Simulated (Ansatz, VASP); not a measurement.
# ZnO in VASP and in Ansatz

```
CELL_PARAMETERS angstrom
3.30974 0.00000 0.00000
-1.65487 2.86632 0.00000
0.00000 0.00000 7.17766
ATOMIC_POSITIONS crystal
Zn 0.00000 0.00000 0.25000
Zn 0.00000 0.00000 0.75000
O 0.66667 0.33333 0.75000
O 0.33333 0.66667 0.25000
```

Measurements of this composition are mostly on another form, of space group No. 186.

Alike in both runs: task single point; functional PBE; k mesh 9 × 9 × 4; occupations fermi-dirac, width 0.05 eV; no spin polarisation.

|  | VASP | Ansatz |
| --- | --- | --- |
| version | VASP 6.6.1 | Ansatz 0.2.0 |
| potentials or method | VASP PAW PBE potentials, release 64 (Zn, O) | Ansatz PAW |
| plane-wave cutoff (eV) | 520 | 420 |
| valence electrons in the cell | 36 | 36 |

Ansatz gave:

- gap on the k mesh at the Fermi level (eV): 0.82
- least direct gap on the mesh (eV): 0.82
- pressure (GPa): -2.4
- largest component of the traceless stress (GPa): 2.58

Question: What did VASP give for the same quantities?

Answer: gap on the k mesh at the Fermi level (eV): 0.82; least direct gap on the mesh (eV): 0.82; pressure (GPa): -1.6; largest component of the traceless stress (GPa): 1.80.

With one functional, cell and mesh, what is left measures potentials, basis and numerics.

Caveats: an odd mesh through Γ misses points on the zone boundary, where band edges often lie (VASP); odd divisions of the mesh miss points on the zone boundary, where band edges often lie, so the gap on the mesh can be too wide (Ansatz); the pressure holds a Pulay correction of +0.5 GPa for the finite cutoff (Ansatz). PBE gaps usually lie below the measured ones, often by a third to a half.
